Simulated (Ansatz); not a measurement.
## CdS (Hawleyite) under changes of volume

One of the cells (24.808 Å³/atom); the others are scaled copies at fixed shape and fractional positions:

```
CELL_PARAMETERS angstrom
0.00000 2.91650 2.91650
2.91650 0.00000 2.91650
2.91650 2.91650 0.00000
ATOMIC_POSITIONS crystal
Cd 0.00000 0.00000 0.00000
S 0.75000 0.75000 0.75000
```

| Property | Result |
| --- | --- |
| Program | Ansatz 0.2.0 |
| Functional | LDA |
| Potentials or basis | all-electron LAPW, scalar-relativistic |
| Cutoff | 247 eV (chosen from the basis error) |
| Basis error allowed | 0.001 eV/atom |
| k mesh | 8 × 8 × 8 |
| Occupations | fermi-dirac, width 0.05 eV |
| Spin | no spin polarisation |

```tsv
volume (Å³/atom)	energy over the lowest point (meV/atom)	pressure (GPa)	gap on the mesh (eV)
23.319	?	?	?
23.815	0.00	0.1	0.95
24.312	1.79	-1.2	0.90
24.808	7.51	-2.4	0.86
25.304	16.75	-3.5	0.82
25.800	29.10	-4.5	0.78
26.296	44.24	-5.3	0.74
```

Q: What does the run at 23.319 Å³/atom give?

A: Energy over the lowest point 2.65 meV/atom; pressure 1.6 GPa; gap on the mesh 0.99 eV.

Worked out: A Birch-Murnaghan fit of order 3 (a polynomial in V^(-2/3)) to the other rows has its minimum at 23.85 Å³/atom with B0 = V·E''(V) = 68 GPa and B' = 4.6. It gives 2.64 meV/atom at 23.319 Å³/atom, against the run's 2.65, and -dE/dV = 1.6 GPa, against 1.6. A straight line through the other rows of the gap, of slope -2.09 eV per unit of ln V (its deformation potential), extrapolates to 0.99 eV, against the run's 0.99.

Energies are extrapolated to zero smearing.

Spin-orbit coupling on Cd is left out.
